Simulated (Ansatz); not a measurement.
# N interstitial in BN

Theory: Ansatz, DFT PBE+D3(BJ), scalar-relativistic, plane waves, PAW. Run with 420 eV cutoff, 2×2×2 k-mesh, shifted by half a step, Gaussian smearing of 0.01 eV, collinear spin in charge 0, -2 alone.

Host crystal, relaxed:

```
B N
1.0
     1.25306    0.72345    3.29488
    -1.25306    0.72345    3.29488
     0.00000   -1.44691    3.29488
B N
1 1
Direct
  0.99970 0.99970 0.99970
  0.33274 0.33274 0.33274
```

Supercell of 32 atoms, rows in host cell vectors: -1 3 -1; -1 -1 3; 3 -1 -1. Atoms relax at the host's cell from a start displaced at random by 0.06 Å near the defect, so other minima may exist. The cell is small, so energies carry finite-size errors of tenths of an eV. The host's Kohn–Sham gap is 4.16 eV. Atoms are taken from and returned to the elements' standard states. Charged cells are corrected for image charges with the computed static dielectric tensor (mean 5.4) and aligned with the host's potential at far atoms (alignment terms reach 1.71 eV; the program doubts the alignment in some charges, where it is up to 1.71 eV). No band-filling term is added, and the Fermi level counts from the host's valence band top.

Defect: N interstitial at (0.438, 0.500, 0.625) of the host cell.

(1) What is the formation energy of the neutral defect?

(2) Does the neutral defect carry a moment, and how do its surroundings relax?

(3) Charges 0, -1, -2 were computed. Which is stable where in the gap?

Results:

(1) 5.20 eV.

(2) It changes the cell's moment by 1.00 μB. The nearest neighbours before are 1 N at 1.88 Å, 1 N at 1.89 Å, 1 B at 1.92 Å, 1 B at 2.02 Å, 1 N at 2.08 Å, 1 N at 2.18 Å, 1 B at 2.21 Å, 1 B at 2.22 Å; after relaxation the atoms near the site are 1 B at 1.51 Å, 1 N at 1.55 Å; the largest move is 0.71 Å.

(3) Among the charges computed the stable one is 0 at the valence band top, changing to -1 at 0.56 eV, changing to -2 at 3.69 eV. Without the alignment that the program doubts, the level (-1/-2) would lie at 4.88 eV, outside the gap, so these runs don't decide whether the defect changes charge there. Other sites of the defect weren't tried. Levels between neighbouring charges: (0/-1) 0.56 eV, (-1/-2) 3.69 eV.